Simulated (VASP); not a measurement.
# K (Im-3m) in VASP: notebook, part 2 of 2

VASP 6.6.1.

## (3) Relaxation of cell and atoms, LDA

File INCAR:

```
SYSTEM = K
PREC = Accurate
ENCUT = 600
EDIFF = 1E-7
ISMEAR = 0
SIGMA = 0.1
LREAL = .False.
LASPH = .True.
NELM = 100
ALGO = Normal
ISIF = 3
LWAVE = .False.
LCHARG = .False.
GGA = CA
IBRION = 2
NSW = 90
EDIFFG = -0.005
```

File KPOINTS:

```
Automatic mesh
0
Gamma
  12 12 12
  0 0 0
```

File POSCAR:

```
K
1.0
   -2.6180000000      2.6180000000      2.6180000000
    2.6180000000     -2.6180000000      2.6180000000
    2.6180000000      2.6180000000     -2.6180000000
K
1
Direct
    0.0000000000      0.0000000000      0.0000000000
```

Potentials or basis: VASP PAW LDA potentials, release 64 (K_sv).

Run with:

```bash
> cat potpaw_LDA.64/K_sv/POTCAR > POTCAR
> mpirun -np 1 vasp_std > vasp.out
```

OUTCAR:

```text
SYSTEM = K
   PREC = Accurate
   ENCUT = 600
   EDIFF = 1E-7
   ISMEAR = 0
   LREAL = .False.
   LASPH = .True.
   NELM = 100
   ISIF = 3
   GGA = CA
   IBRION = 2
   NSW = 90
   EDIFFG = -0.005

 ion  position               nearest neighbor table
   1  0.000  0.000  0.000-

  LATTYP: Found a body centered cubic cell.
 ALAT       =     5.2360000000

  Lattice vectors:

 A1 = (  -2.6180000000,   2.6180000000,   2.6180000000)
 A2 = (   2.6180000000,  -2.6180000000,   2.6180000000)
 A3 = (   2.6180000000,   2.6180000000,  -2.6180000000)

Analysis of symmetry for initial positions (statically):
=====================================================================
 Subroutine PRICEL returns:
 Original cell was already a primitive cell.

 Routine SETGRP: Setting up the symmetry group for a
 body centered cubic supercell.

 Subroutine GETGRP returns: Found 48 space group operations
 (whereof 48 operations were pure point group operations)
 out of a pool of 48 trial point group operations.

The static configuration has the point symmetry O_h .

Analysis of symmetry for dynamics (positions and initial velocities):
=====================================================================
 Subroutine PRICEL returns:
 Original cell was already a primitive cell.

 Routine SETGRP: Setting up the symmetry group for a
 body centered cubic supercell.

 Subroutine GETGRP returns: Found 48 space group operations
 (whereof 48 operations were pure point group operations)
 out of a pool of 48 trial point group operations.

The dynamic configuration has the point symmetry O_h .

 Subroutine INISYM returns: Found 48 space group operations
 (whereof 48 operations are pure point group operations),
 and found     1 'primitive' translations

----------------------------------------------------------------------------------------

                                     Primitive cell

  volume of cell :      71.7743

  direct lattice vectors                    reciprocal lattice vectors
    -2.618000000  2.618000000  2.618000000     0.000000000  0.190985485  0.190985485
     2.618000000 -2.618000000  2.618000000     0.190985485  0.000000000  0.190985485
     2.618000000  2.618000000 -2.618000000     0.190985485  0.190985485  0.000000000

  length of vectors
     4.534509014  4.534509014  4.534509014     0.270094263  0.270094263  0.270094263

  position of ions in fractional coordinates (direct lattice)
     0.000000000  0.000000000  0.000000000

  ion indices of the primitive-cell ions
   primitive index   ion index
                 1           1

----------------------------------------------------------------------------------------

 KPOINTS: Automatic mesh

Automatic generation of k-mesh.
 Grid dimensions read from file:
 generate k-points for:   12   12   12

 Generating k-lattice:
[... 44 lines left out ...]
   k-points           NKPTS =     72   k-points in BZ     NKDIM =     72   number of bands    NBANDS=      8
   number of dos      NEDOS =    301   number of ions     NIONS =      1
   total plane-waves  NPLWV =  46656
   dimension x,y,z NGX =    36 NGY =   36 NGZ =   36
   dimension x,y,z NGXF=    72 NGYF=   72 NGZF=   72
   ions per type =               1
   NGX,Y,Z   is equivalent  to a cutoff of  13.20, 13.20, 13.20 a.u.
   NGXF,Y,Z  is equivalent  to a cutoff of  26.40, 26.40, 26.40 a.u.
 SYSTEM =  K
   PREC   = accura    normal or accurate (medium, high low for compatibility)
   ISTART =      0    job   : 0-new  1-cont  2-samecut
   ICHARG =      2    charge: 1-file 2-atom 10-const
   ISPIN  =      1    spin polarized calculation?
   LNONCOLLINEAR =      F non collinear calculations
   LSORBIT =      F    spin-orbit coupling
   LASPH  =      T    aspherical Exc in radial PAW
   ENCUT  =  600.0 eV  44.10 Ry    6.64 a.u.   9.06  9.06  9.06*2*pi/ulx,y,z
   NELM   =    100;   NELMIN=  2; NELMDL= -5     # of ELM steps
   EDIFF  = 0.1E-06   stopping-criterion for ELM
   LREAL  =      F    real-space projection
   EDIFFG = -.5E-02   stopping-criterion for IOM
   NSW    =     90    number of steps for IOM
   IBRION =      2    ionic relax: 0-MD 1-quasi-New 2-CG
   NFREE  =      1    steps in history (QN), initial steepest desc. (CG)
   ISIF   =      3    stress and relaxation
   ISYM   =      2    0-nonsym 1-usesym 2-fastsym
   POTIM  = 0.5000    time-step for ionic-motion
   TEBEG  =    0.0;   TEEND  =   0.0 temperature during run
   PSTRESS=    0.0 pullay stress
   NELECT =       9.0000    total number of electrons
   NUPDOWN=      -1.0000    fix difference up-down
   EMIN   =  10.00;   EMAX   =-10.00  energy-range for DOS
   EFERMI =   0.00;   METHOD = LEGACY
   ISMEAR =     0;   SIGMA  =   0.10  broadening in eV -4-tet -1-fermi 0-gaus
   EFERMI_NEDOS =   21; number of points for ismear=-14 and -15
   IALGO  =     38    algorithm
   IMIX   =      4    mixing-type and parameters
     AMIX     =   0.40;   BMIX     =  1.00
     AMIX_MAG =   1.60;   BMIX_MAG =  1.00
  volume/ion in A,a.u.               =      71.77       484.36
  Fermi-wavevector in a.u.,A,eV,Ry     =   0.819406  1.548454  9.135317  0.671427
  Thomas-Fermi vector in A             =   1.930206
   LORBIT       =      0    0 simple, 1 ext, 2 COOP (PROOUT), +10 PAW based schemes
   GGA     = CA    functional components
   LHFCALC =     F    Hartree Fock is set to
   AEXX    =    0.0000 exact exchange contribution
   IVDW    =     0    specifies the selected vdW correction
   LEPSILON=     F    determine dielectric tensor
   LRPA    =     F    only Hartree local field effects (RPA)
 conjugate gradient relaxation of ions
 non-spin polarized calculation
 Gauss-broadening in eV      SIGMA  =   0.10
  energy-cutoff  :      600.00
  volume of cell :       71.77
 maximum number of plane-waves:      2454
   NGX = 19   NGY = 19   NGZ = 19

--------------------------------------- Ionic step        1  -------------------------------------------

 number of electron       9.0000001 magnetization

 Free energy of the ion-electron system (eV)
  ---------------------------------------------------
  ext. energy  EPLUGINS =         0.00000000
  ---------------------------------------------------
  free energy    TOTEN  =        -1.15520985 eV

  energy without entropy =       -1.15032973  energy(sigma->0) =       -1.15276979

------------------------ aborting loop because EDIFF is reached ----------------------------------------

  FORCE on cell =-STRESS in cart. coord.  units (eV):
  Direction    XX          YY          ZZ          XY          YZ          ZX
  --------------------------------------------------------------------------------------
  -------------------------------------------------------------------------------------
  Total       -0.1841274     -0.1841274     -0.1841274     -0.0000000     -0.0000000      0.0000000
  in kB       -4.1101731     -4.1101731     -4.1101731     -0.0000000     -0.0000000      0.0000000
  external PRESSURE =      -4.1101731 kB  Pullay stress =       0.0000000 kB
[... 92 lines left out ...]
--------------------------------------- Ionic step        4  -------------------------------------------

 number of electron       9.0000001 magnetization

 Free energy of the ion-electron system (eV)
  ---------------------------------------------------
  ext. energy  EPLUGINS =         0.00000000
  ---------------------------------------------------
  free energy    TOTEN  =        -1.16586510 eV

  energy without entropy =       -1.16112988  energy(sigma->0) =       -1.16349749

 E-fermi :  -0.0106     XC(G=0):  -6.2342

 val. band max:       -0.0286051702   @ k =   0.2500   0.2500   0.0000
 cond. band min:       0.0361231580   @ k =   0.3333   0.1667   0.0000
 fundamental gap:      0.0647283282
 Fermi energy:        -0.0105906809

 k-point     1 :       0.0000    0.0000    0.0000
  band No.  band energies     occupation
      1     -31.7400      2.00000
      2     -15.4069      2.00000
      3     -15.4069      2.00000
      4     -15.4069      2.00000
      5      -2.3652      2.00000
      6       4.2833      0.00000
      7       4.2833      0.00000
      8       4.2833      0.00000
[... 243 lines left out ...]
 k-point    24 :       0.4167    0.0833    0.0833
  band No.  band energies     occupation
      1     -31.7314      2.00000
      2     -15.5128      2.00000
      3     -15.4489      2.00000
      4     -15.4143      2.00000
      5       0.5899      0.00000
      6       0.8892      0.00000
      7       2.7585      0.00000
      8       4.8878      0.00000

 [... further k-points ...]

------------------------ aborting loop because EDIFF is reached ----------------------------------------

  FORCE on cell =-STRESS in cart. coord.  units (eV):
  Direction    XX          YY          ZZ          XY          YZ          ZX
  --------------------------------------------------------------------------------------
  -------------------------------------------------------------------------------------
  Total        0.0010510      0.0010510      0.0010510      0.0000000     -0.0000000     -0.0000000
  in kB        0.0262596      0.0262596      0.0262596      0.0000000     -0.0000000     -0.0000000
  external PRESSURE =       0.0262596 kB  Pullay stress =       0.0000000 kB
[... 16 lines left out ...]
  FREE ENERGIE OF THE ION-ELECTRON SYSTEM (eV)
  ---------------------------------------------------
  free  energy   TOTEN  =        -1.1658651007 eV

  energy  without entropy=       -1.1611298806  energy(sigma->0) =       -1.16349749

 reached required accuracy - stopping structural energy minimisation
```

OSZICAR:

```text
N       E                     dE             d eps       ncg     rms          rms(c)
DAV:   1     0.542171635151E+02    0.54217E+02   -0.38146E+03  1152   0.951E+02
DAV:   2     0.918857199851E+00   -0.53298E+02   -0.52775E+02  1152   0.235E+02
[... 32 lines left out ...]
DAV:   1    -0.116696974057E+01   -0.11167E-02   -0.31826E-02  1192   0.236E+00    0.259E-01
DAV:   2    -0.116610107753E+01    0.86866E-03   -0.28944E-03  1320   0.692E-01    0.939E-02
DAV:   3    -0.116584094765E+01    0.26013E-03   -0.93958E-04  1640   0.309E-01    0.827E-02
DAV:   4    -0.116586007549E+01   -0.19128E-04   -0.82222E-05  1848   0.788E-02    0.225E-02
DAV:   5    -0.116586506342E+01   -0.49879E-05   -0.46802E-05  1776   0.487E-02    0.701E-03
DAV:   6    -0.116586510878E+01   -0.45367E-07   -0.11851E-06  1832   0.107E-02    0.157E-03
DAV:   7    -0.116586510066E+01    0.81209E-08   -0.25511E-08   928   0.167E-03
   4 F= -.11658651E+01 E0= -.11634975E+01  d E =-.106553E-01
```

CONTCAR:

```text
K
   1.00000000000000
    -2.5214837724971653    2.5214837724971653    2.5214837724971653
     2.5214837724971653   -2.5214837724971653    2.5214837724971653
     2.5214837724971653    2.5214837724971653   -2.5214837724971653
  K
     1
Direct
     0.0000000000000000    1.0000000000000000    1.0000000000000000

  0.00000000E+00  0.00000000E+00  0.00000000E+00
```

It took 72 s on 1 thread of AMD EPYC 9R45 (Zen 5), shared host; peak memory 0.17 GiB.

What came out:

* Free energy: -1.1659 eV
* Relaxed volume: 64.13 Å³/atom
* Relaxed cell: a = 4.367 Å, b = 4.367 Å, c = 4.367 Å, α = 109.47°, β = 109.47°, γ = 109.47°
* Space group after relaxing (to 0.05 Å): Im-3m (No. 229)
* Energy gained by relaxing: 10.7 meV/atom
* Ionic steps: 4
* Pressure after relaxing: 0.0 GPa
* Band gap on the k mesh: none (metal or under the smearing width)

Step by step:
| step | energy change (eV) | largest force (eV/Å) | pressure (GPa) | volume (Å³) |
| --- | --- | --- | --- | --- |
| 1 | 0.0000 | 0.0000 | -0.41 | 71.77 |
| 2 | -0.0044 | 0.0000 | -0.33 | 69.88 |
| 3 | -0.0106 | 0.0000 | -0.02 | 64.39 |
| 4 | -0.0107 | 0.0000 | 0.00 | 64.13 |

Final structure:
```yaml
crystal:
  lattice:
    - [-2.52148, 2.52148, 2.52148]
    - [2.52148, -2.52148, 2.52148]
    - [2.52148, 2.52148, -2.52148]
  atoms:
    - { symbol: K, position: [0.00000, 0.00000, 0.00000] }
```

Caveat: the volume moved by -11 % from the deposited cell, more than functionals usually miss.

## (4) Relaxation of cell and atoms, PBE

INCAR, as its differences from that of step 3:

```diff
@@ -13,3 +13,3 @@
 LCHARG = .False.
-GGA = CA
+GGA = PE
 IBRION = 2
```

KPOINTS is that of step 3.

POSCAR is that of step 3.

Potentials or basis: VASP PAW PBE potentials, release 64 (K_sv).

Run with:

```bash
> cat potpaw_PBE.64/K_sv/POTCAR > POTCAR
> mpirun -np 1 vasp_std > vasp.out
```

It took 77 s on 1 thread of AMD EPYC 9R45 (Zen 5), shared host; peak memory 0.2 GiB.

It converged, with:

```
Free energy                            : -1.0484 eV
Relaxed volume                         : 73.70 Å³/atom
Relaxed cell                           : a = 4.575 Å, b = 4.575 Å, c = 4.575 Å, α = 109.47°, β = 109.47°, γ = 109.47°
Space group after relaxing (to 0.05 Å) : Im-3m (No. 229)
Energy gained by relaxing              : 0.6 meV/atom
Ionic steps                            : 4
Pressure after relaxing                : 0.0 GPa
Band gap on the k mesh                 : none (metal or under the smearing width)
```

Step by step:
```tsv
step	energy change (eV)	largest force (eV/Å)	pressure (GPa)	volume (Å³)
1	0.0000	0.0000	0.10	71.77
2	-0.0003	0.0000	0.08	72.25
3	-0.0006	0.0000	0.02	73.41
4	-0.0006	0.0000	0.00	73.70
```

Final structure:
```xyz
1
Lattice="-2.6412 2.6412 2.6412 2.6412 -2.6412 2.6412 2.6412 2.6412 -2.6412" Properties=species:S:1:pos:R:3 pbc="T T T"
K     0.0000    0.0000    0.0000
```

Levels at points of the mesh, in eV from the Fermi level:
| k point | band 1 | band 2 | band 3 | band 4 | band 5 | band 6 | band 7 | band 8 |
| --- | --- | --- | --- | --- | --- | --- | --- | --- |
| (0.00, 0.00, 0.00) | -32.12 | -15.57 | -15.57 | -15.57 | -2.14 | 4.30 | 4.30 | 4.30 |
| (0.50, 0.00, 0.00) | -32.12 | -15.64 | -15.59 | -15.57 | 0.46 | 0.70 | 3.18 | 4.87 |
| (0.50, 0.50, 0.50) | -32.11 | -15.62 | -15.62 | -15.62 | 1.69 | 1.69 | 3.48 | 3.48 |

PBE usually gives volumes a little too large and moduli too small. Zero-point motion and thermal expansion aren't in these numbers.

## (5) Relaxation of cell and atoms, PBE+D3(BJ)

INCAR, as its differences from that of step 4:

```diff
@@ -14,2 +14,3 @@
 GGA = PE
+IVDW = 12
 IBRION = 2
```

KPOINTS is that of step 4.

POSCAR is that of step 4.

Run with:

```bash
> cat potpaw_PBE.64/K_sv/POTCAR > POTCAR
> mpirun -np 1 vasp_std > vasp.out
```

Wall time 55 s (1 thread of AMD EPYC 9R45 (Zen 5), shared host); peak memory 0.21 GiB.

It converged, with:

| Property | Result |
| --- | --- |
| Free energy | -1.1657 eV |
| Relaxed volume | 68.83 Å³/atom |
| Relaxed cell | a = 4.472 Å, b = 4.472 Å, c = 4.472 Å, α = 109.47°, β = 109.47°, γ = 109.47° |
| Space group after relaxing (to 0.05 Å) | Im-3m (No. 229) |
| Energy gained by relaxing | 1.5 meV/atom |
| Ionic steps | 3 |
| Pressure after relaxing | 0.0 GPa |
| Band gap on the k mesh | none (metal or under the smearing width) |
| Dispersion energy per atom | -0.121 eV |

Step by step:
```csv
step,energy change (eV),largest force (eV/Å),pressure (GPa),volume (Å³)
1,0.0000,0.0000,-0.16,71.77
2,-0.0007,0.0000,-0.12,71.03
3,-0.0015,0.0000,0.00,68.83
```

Final structure:
```
CELL_PARAMETERS angstrom
-2.58174 2.58174 2.58174
2.58174 -2.58174 2.58174
2.58174 2.58174 -2.58174
ATOMIC_POSITIONS crystal
K 0.00000 0.00000 0.00000
```

Levels at points of the mesh, in eV from the Fermi level:
```csv
k point,band 1,band 2,band 3,band 4,band 5,band 6,band 7,band 8
"(0.00, 0.00, 0.00)",-32.08,-15.53,-15.53,-15.53,-2.24,4.37,4.37,4.37
"(0.50, 0.00, 0.00)",-32.08,-15.61,-15.56,-15.53,0.45,0.74,3.20,5.02
"(0.50, 0.50, 0.50)",-32.07,-15.59,-15.59,-15.59,1.65,1.65,3.67,3.67
```

Caveat: pairwise dispersion overbinds metals, which lowers pressure and volume.

## (6) Relaxation of cell and atoms, PBEsol

INCAR, as its differences from that of step 5:

```diff
@@ -2,3 +2,3 @@
 PREC = Accurate
-ENCUT = 600
+ENCUT = 300
 EDIFF = 1E-7
@@ -13,4 +13,3 @@
 LCHARG = .False.
-GGA = PE
-IVDW = 12
+GGA = PS
 IBRION = 2
```

KPOINTS is that of step 5.

POSCAR is that of step 5.

Potentials or basis: VASP PAW PBE potentials, release 64 (K_sv).

Run with:

```bash
> cat potpaw_PBE.64/K_sv/POTCAR > POTCAR
> mpirun -np 1 vasp_std > vasp.out
```

Wall time 35 s (1 thread of AMD EPYC 9R45 (Zen 5), shared host); peak memory 0.13 GiB.

Results (log left out):

| Quantity | Value |
| --- | --- |
| Free energy | -1.1373 eV |
| Relaxed volume | 68.97 Å³/atom |
| Relaxed cell | a = 4.475 Å, b = 4.475 Å, c = 4.475 Å, α = 109.47°, β = 109.47°, γ = 109.47° |
| Space group after relaxing (to 0.05 Å) | Im-3m (No. 229) |
| Energy gained by relaxing | 1.4 meV/atom |
| Ionic steps | 4 |
| Pressure after relaxing | 0.0 GPa |
| Band gap on the k mesh | none (metal or under the smearing width) |

Step by step:
```
step  energy change (eV)  largest force (eV/Å)  pressure (GPa)  volume (Å³)
   1              0.0000                0.0000           -0.15        71.77
   2             -0.0006                0.0000           -0.12        71.07
   3             -0.0013                0.0000           -0.03        69.47
   4             -0.0014                0.0000            0.00        68.97
```

Final structure:
```
CELL_PARAMETERS angstrom
-2.58346 2.58346 2.58346
2.58346 -2.58346 2.58346
2.58346 2.58346 -2.58346
ATOMIC_POSITIONS crystal
K 0.00000 0.00000 0.00000
```

Levels at points of the mesh, in eV from the Fermi level:
| k point | band 2 | band 3 | band 4 | band 5 | band 6 | band 7 |
| --- | --- | --- | --- | --- | --- | --- |
| (0.00, 0.00, 0.00) | -15.44 | -15.44 | -15.44 | -2.24 | 4.37 | 4.37 |
| (0.50, 0.00, 0.00) | -15.53 | -15.47 | -15.44 | 0.45 | 0.73 | 3.20 |
| (0.50, 0.50, 0.50) | -15.51 | -15.51 | -15.51 | 1.65 | 1.65 | 3.66 |

Caveat: the cutoff is under 1.25 times the usual one of these potentials, so pressure, stress and relaxed cells hold a basis-set (Pulay) error; the PAW data sets were made with another functional, which shifts forces and pressure a little.

## (7) Overview

```csv
level,potentials or basis,cutoff (eV),gap on the mesh (eV),pressure (GPa),relaxed volume (Å³/atom)
PBEsol,"VASP PAW PBE potentials, release 64 (K_sv)",600,none,0.0,70.99
LDA,"VASP PAW LDA potentials, release 64 (K_sv)",600,none,0.0,64.13
PBE,"VASP PAW PBE potentials, release 64 (K_sv)",600,none,0.0,73.70
PBE+D3(BJ),"VASP PAW PBE potentials, release 64 (K_sv)",600,none,0.0,68.83
PBEsol,"VASP PAW PBE potentials, release 64 (K_sv)",300,none,0.0,68.97
```

Alike in all rows: task relaxation of cell and atoms; no spin polarisation; cell relaxed; k mesh 12 × 12 × 12; smearing gaussian 0.1 eV.

Caveats: the PAW data sets were made with another functional, which shifts forces and pressure a little (some runs); the volume moved by -11 % from the deposited cell, more than functionals usually miss (some runs); pairwise dispersion overbinds metals, which lowers pressure and volume (some runs); the cutoff is under 1.25 times the usual one of these potentials, so pressure, stress and relaxed cells hold a basis-set (Pulay) error (some runs).

Absolute energies hang on the potentials; compare differences alone.
